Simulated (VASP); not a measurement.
# Pd in VASP: single point with LDA

Aim: the single point of Pd with LDA.

All numbers are computed with VASP 6.6.1; they aren't measurements. Logs are shortened: lines on timing, memory, paths and dates and some standing lists are left out, and cuts for length are marked.

**1. Starting point**

The cell holds a slab with vacuum, 9 atoms: a = 2.751 Å, b = 2.751 Å, c = 32.560 Å, α = 90.00°, β = 90.00°, γ = 90.00°.

The cell was built by a generator and needn't be a form met in nature.

**2. Single point, LDA**

INCAR reads:

```
ALGO     = Fast           # electronic algorithm
DIPOL    = 0.5 0.5 0.500
EDIFF    = 1E-7           # SCF threshold, eV
ENCUT    = 520            # plane-wave cutoff, eV
GGA      = CA             # functional
IDIPOL   = 3            
ISIF     = 2              # what is computed and relaxed
ISMEAR   = 0              # smearing method
LASPH    = T              # aspherical terms in the spheres
LCHARG   = T              # write CHGCAR
LDIPOL   = T            
LELF     = T              # ELF
LREAL    = F              # projectors in reciprocal space
LVACPOTAV= T            
LVHAR    = T            
LWAVE    = F              # write WAVECAR
NBANDS   = 55             # bands
NELM     = 100            # most SCF steps
PREC     = Accurate       # precision mode
SIGMA    = 0.1            # smearing width, eV
```

KPOINTS reads:

```
k-points
0
Gamma
  16 16 1
```

POSCAR reads:

```
Pd
1.0
    2.7506453788      0.0000000000      0.0000000000
    0.0000000000      2.7506453788      0.0000000000
    0.0000000000      0.0000000000     32.5600000000
Pd
9
Direct
    0.0000000000      0.0000000000      0.2702012593
    0.5000000000      0.5000000000      0.3269662195
    0.0000000000      0.0000000000      0.3844759712
    0.5000000000      0.5000000000      0.4421312769
    0.0000000000      0.0000000000      0.5000000010
    0.5000000000      0.5000000000      0.5578687258
    0.0000000000      0.0000000000      0.6155240309
    0.5000000000      0.5000000000      0.6730337812
    0.0000000000      0.0000000000      0.7297987341
```

Potentials or basis: VASP PAW LDA potentials, release 64 (Pd).

Launch:

```
> cat potpaw_LDA.64/Pd/POTCAR > POTCAR
> mpirun -np 1 vasp_std > vasp.out
```

OUTCAR:

```text
EDIFF = 1E-7
   ENCUT = 520
   GGA = CA
   ISIF = 2
   ISMEAR = 0
   LASPH = T
   LREAL = F
   NELM = 100
   PREC = Accurate

 ion  position               nearest neighbor table
   1  0.000  0.000  0.270-   2 2.68   2 2.68   2 2.68   2 2.68
   2  0.500  0.500  0.327-   1 2.68   1 2.68   1 2.68   1 2.68   3 2.70   3 2.70   3 2.70   3 2.70

   3  0.000  0.000  0.384-   2 2.70   2 2.70   2 2.70   2 2.70   4 2.70   4 2.70   4 2.70   4 2.70

   4  0.500  0.500  0.442-   3 2.70   3 2.70   3 2.70   3 2.70   5 2.71   5 2.71   5 2.71   5 2.71

   5  0.000  0.000  0.500-   4 2.71   4 2.71   4 2.71   4 2.71   6 2.71   6 2.71   6 2.71   6 2.71

   6  0.500  0.500  0.558-   7 2.70   7 2.70   7 2.70   7 2.70   5 2.71   5 2.71   5 2.71   5 2.71

   7  0.000  0.000  0.616-   8 2.70   8 2.70   8 2.70   8 2.70   6 2.70   6 2.70   6 2.70   6 2.70

   8  0.500  0.500  0.673-   9 2.68   9 2.68   9 2.68   9 2.68   7 2.70   7 2.70   7 2.70   7 2.70

   9  0.000  0.000  0.730-   8 2.68   8 2.68   8 2.68   8 2.68

  LATTYP: Found a simple tetragonal cell.
 ALAT       =     2.7506453788
 C/A-ratio  =    11.8372220029

  Lattice vectors:

 A1 = (   2.7506453788,   0.0000000000,   0.0000000000)
 A2 = (   0.0000000000,   2.7506453788,   0.0000000000)
 A3 = (   0.0000000000,   0.0000000000,  32.5600000000)

Analysis of symmetry for initial positions (statically):
=====================================================================
 Subroutine PRICEL returns:
 Original cell was already a primitive cell.

 Routine SETGRP: Setting up the symmetry group for a
 simple tetragonal supercell.

 Subroutine GETGRP returns: Found 16 space group operations
 (whereof 16 operations were pure point group operations)
 out of a pool of 16 trial point group operations.

The static configuration has the point symmetry D_4h.

Analysis of symmetry for dynamics (positions and initial velocities):
=====================================================================
 Subroutine PRICEL returns:
 Original cell was already a primitive cell.

 Routine SETGRP: Setting up the symmetry group for a
 simple tetragonal supercell.

 Subroutine GETGRP returns: Found 16 space group operations
 (whereof 16 operations were pure point group operations)
 out of a pool of 16 trial point group operations.

The dynamic configuration has the point symmetry D_4h.

 Subroutine INISYM returns: Found 16 space group operations
 (whereof 16 operations are pure point group operations),
 and found     1 'primitive' translations

----------------------------------------------------------------------------------------

                                     Primitive cell

  volume of cell :     246.3506

  direct lattice vectors                    reciprocal lattice vectors
     2.750645379  0.000000000  0.000000000     0.363551044  0.000000000  0.000000000
     0.000000000  2.750645379  0.000000000     0.000000000  0.363551044  0.000000000
     0.000000000  0.000000000 32.560000000     0.000000000  0.000000000  0.030712531

  length of vectors
     2.750645379  2.750645379 32.560000000     0.363551044  0.363551044  0.030712531

  position of ions in fractional coordinates (direct lattice)
     0.000000000  0.000000000  0.270201259
     0.500000000  0.500000000  0.326966220
     0.000000000  0.000000000  0.384475971
     0.500000000  0.500000000  0.442131277
     0.000000000  0.000000000  0.500000001
     0.500000000  0.500000000  0.557868726
     0.000000000  0.000000000  0.615524031
     0.500000000  0.500000000  0.673033781
     0.000000000  0.000000000  0.729798734

  ion indices of the primitive-cell ions
   primitive index   ion index
                 1           1
                 2           2
                 3           3
                 4           4
                 5           5
                 6           6
                 7           7
                 8           8
                 9           9

----------------------------------------------------------------------------------------

 KPOINTS: k-points

Automatic generation of k-mesh.
 Grid dimensions read from file:
 generate k-points for:   16   16    1

 Generating k-lattice:

  Cartesian coordinates                     Fractional coordinates (reciprocal lattice)
     0.022721940  0.000000000  0.000000000     0.062500000  0.000000000  0.000000000
     0.000000000  0.022721940  0.000000000     0.000000000  0.062500000  0.000000000
     0.000000000  0.000000000  0.030712531     0.000000000  0.000000000  1.000000000

  Length of vectors
     0.022721940  0.022721940  0.030712531

  Shift w.r.t. Gamma in fractional coordinates (k-lattice)
     0.000000000  0.000000000  0.000000000

 Subroutine IBZKPT returns following result:
 ===========================================

 Found     45 irreducible k-points:

 Following reciprocal coordinates:
            Coordinates               Weight
  0.000000  0.000000  0.000000      1.000000
  0.062500  0.000000  0.000000      4.000000
  0.125000  0.000000  0.000000      4.000000
  0.187500  0.000000  0.000000      4.000000
  0.250000  0.000000  0.000000      4.000000
  0.312500  0.000000  0.000000      4.000000
[... 16 lines left out ...]
  0.437500  0.125000  0.000000      8.000000
  0.500000  0.125000  0.000000      4.000000
 [... further k-points ...]
   k-points           NKPTS =     45   k-points in BZ     NKDIM =     45   number of bands    NBANDS=     55
   number of dos      NEDOS =    301   number of ions     NIONS =      9
   total plane-waves  NPLWV = 100000
   dimension x,y,z NGX =    20 NGY =   20 NGZ =  250
   dimension x,y,z NGXF=    40 NGYF=   40 NGZF=  500
   ions per type =               9
   NGX,Y,Z   is equivalent  to a cutoff of  12.09, 12.09, 12.76 a.u.
   NGXF,Y,Z  is equivalent  to a cutoff of  24.18, 24.18, 25.53 a.u.
 SYSTEM =  unknown system
   PREC   = accura    normal or accurate (medium, high low for compatibility)
   ISTART =      0    job   : 0-new  1-cont  2-samecut
   ICHARG =      2    charge: 1-file 2-atom 10-const
   ISPIN  =      1    spin polarized calculation?
   LNONCOLLINEAR =      F non collinear calculations
   LSORBIT =      F    spin-orbit coupling
   LASPH  =      T    aspherical Exc in radial PAW
   ENCUT  =  520.0 eV  38.22 Ry    6.18 a.u.   5.11  5.11 60.54*2*pi/ulx,y,z
   NELM   =    100;   NELMIN=  2; NELMDL= -5     # of ELM steps
   EDIFF  = 0.1E-06   stopping-criterion for ELM
   LREAL  =      F    real-space projection
   EDIFFG = 0.1E-05   stopping-criterion for IOM
   NSW    =      0    number of steps for IOM
   IBRION =     -1    ionic relax: 0-MD 1-quasi-New 2-CG
   NFREE  =      0    steps in history (QN), initial steepest desc. (CG)
   ISIF   =      2    stress and relaxation
   ISYM   =      2    0-nonsym 1-usesym 2-fastsym
   POTIM  = 0.5000    time-step for ionic-motion
   TEBEG  =    0.0;   TEEND  =   0.0 temperature during run
   PSTRESS=    0.0 pullay stress
   NELECT =      90.0000    total number of electrons
   NUPDOWN=      -1.0000    fix difference up-down
   EMIN   =  10.00;   EMAX   =-10.00  energy-range for DOS
   EFERMI =   0.00;   METHOD = LEGACY
   ISMEAR =     0;   SIGMA  =   0.10  broadening in eV -4-tet -1-fermi 0-gaus
   EFERMI_NEDOS =   21; number of points for ismear=-14 and -15
   IALGO  =     68    algorithm
   IMIX   =      4    mixing-type and parameters
     AMIX     =   0.40;   BMIX     =  1.00
     AMIX_MAG =   1.60;   BMIX_MAG =  1.00
  volume/ion in A,a.u.               =      27.37       184.72
  Fermi-wavevector in a.u.,A,eV,Ry     =   1.170320  2.211583 18.635191  1.369648
  Thomas-Fermi vector in A             =   2.306780
   LORBIT       =      0    0 simple, 1 ext, 2 COOP (PROOUT), +10 PAW based schemes
   GGA     = CA    functional components
   LHFCALC =     F    Hartree Fock is set to
   AEXX    =    0.0000 exact exchange contribution
   IVDW    =     0    specifies the selected vdW correction
   LEPSILON=     F    determine dielectric tensor
   LRPA    =     F    only Hartree local field effects (RPA)
 non-spin polarized calculation
 RMM-DIIS sequential band-by-band and
 Gauss-broadening in eV      SIGMA  =   0.10
  energy-cutoff  :      520.00
  volume of cell :      246.35
 maximum number of plane-waves:      6688
   NGX = 11   NGY = 11   NGZ =121

 dipolmoment           0.000000      0.000000     -0.000000 electrons x Angstroem

 number of electron      90.0000055 magnetization

 dipolmoment           0.000000      0.000000      0.000000 electrons x Angstroem

 Free energy of the ion-electron system (eV)
  ---------------------------------------------------
  ext. energy  EPLUGINS =         0.00000000
  ---------------------------------------------------
  free energy    TOTEN  =       -56.45870683 eV

  energy without entropy =      -56.34892883  energy(sigma->0) =      -56.40381783

 E-fermi :   2.6802     XC(G=0):  -7.7325

 val. band max:        2.6794595008   @ k =   0.2500   0.1250   0.0000
 cond. band min:       2.6803906314   @ k =   0.3125   0.2500   0.0000
 fundamental gap:      0.0009311306
 Fermi energy:         2.6801874126

 k-point     1 :       0.0000    0.0000    0.0000
  band No.  band energies     occupation
      1      -4.7090      2.00000
      2      -4.2900      2.00000
      3      -3.6183      2.00000
      4      -3.0045      2.00000
      5      -2.9229      2.00000
      6      -2.7657      2.00000
[... 47 lines left out ...]
     54       5.2506      0.00000
     55       6.0366      0.00000

 k-point     2 :       0.0625    0.0000    0.0000
  band No.  band energies     occupation
      1      -4.6149      2.00000
      2      -4.2017      2.00000
      3      -3.5401      2.00000
      4      -2.9436      2.00000
      5      -2.8565      2.00000
      6      -2.7036      2.00000
[... 47 lines left out ...]
     54       5.5559      0.00000
     55       6.3887      0.00000
[... 1216 lines left out ...]
     54       6.5286      0.00000
     55       8.4515      0.00000

 k-point    24 :       0.5000    0.1250    0.0000
  band No.  band energies     occupation
      1      -2.6263      2.00000
      2      -2.6234      2.00000
      3      -2.4362      2.00000
      4      -2.4233      2.00000
      5      -2.0894      2.00000
      6      -2.0607      2.00000
[... 47 lines left out ...]
     54       5.4202      0.00000
     55       8.2503      0.00000

 [... further k-points ...]

------------------------ aborting loop because EDIFF is reached ----------------------------------------

  FORCE on cell =-STRESS in cart. coord.  units (eV):
  Direction    XX          YY          ZZ          XY          YZ          ZX
  --------------------------------------------------------------------------------------
  -------------------------------------------------------------------------------------
  Total       -3.7776079     -3.7776079      0.1534354      0.0000000     -0.0000000      0.0000000
  in kB      -24.5682292    -24.5682292      0.9978898      0.0000000     -0.0000000      0.0000000
  external PRESSURE =     -16.0461895 kB  Pullay stress =       0.0000000 kB

 VOLUME and BASIS-vectors are now :
 -----------------------------------------------------------------------------
  energy-cutoff  :      520.00
  volume of cell :      246.35
      direct lattice vectors                 reciprocal lattice vectors
     2.750645379  0.000000000  0.000000000     0.363551044  0.000000000  0.000000000
     0.000000000  2.750645379  0.000000000     0.000000000  0.363551044  0.000000000
     0.000000000  0.000000000 32.560000000     0.000000000  0.000000000  0.030712531

 POSITION                                       TOTAL-FORCE (eV/Angst)
 -----------------------------------------------------------------------------------
      0.00000      0.00000      8.79775         0.000000     -0.000000     -0.013555
      1.37532      1.37532     10.64602         0.000000     -0.000000     -0.001165
      0.00000      0.00000     12.51854         0.000000     -0.000000     -0.000641
      1.37532      1.37532     14.39579         0.000000      0.000000      0.001731
      0.00000      0.00000     16.28000         0.000000     -0.000000      0.000000
      1.37532      1.37532     18.16421         0.000000      0.000000     -0.001731
      0.00000      0.00000     20.04146         0.000000     -0.000000      0.000641
      1.37532      1.37532     21.91398        -0.000000     -0.000000      0.001165
      0.00000      0.00000     23.76225         0.000000     -0.000000      0.013555
 -----------------------------------------------------------------------------------
    total drift:                               -0.000000      0.000000     -0.000010

  FREE ENERGIE OF THE ION-ELECTRON SYSTEM (eV)
  ---------------------------------------------------
  free  energy   TOTEN  =       -56.4587068339 eV

  energy  without entropy=      -56.3489288256  energy(sigma->0) =      -56.40381783

 vacuum level on the upper side and lower side of the slab         8.184         8.184
```

It took 23 min on 1 thread of Intel Xeon Platinum 8175M at 2.50GHz (Skylake/Cascade Lake), shared host; peak memory 0.5 GiB.

What came out:

```
Free energy                     : -56.4587 eV
Largest force                   : 0.014 eV/Å
Band gap on the k mesh          : none (metal or under the smearing width)
Work function of the upper face : 5.50 eV
Work function of the lower face : 5.50 eV
```

Forces in eV/Å, atoms in the order of the input:
```
Pd   0.000  0.000 -0.014
Pd   0.000  0.000 -0.001
Pd   0.000  0.000 -0.001
Pd   0.000  0.000  0.002
Pd   0.000  0.000  0.000
Pd   0.000  0.000 -0.002
Pd   0.000  0.000  0.001
Pd   0.000  0.000  0.001
Pd   0.000  0.000  0.014
```
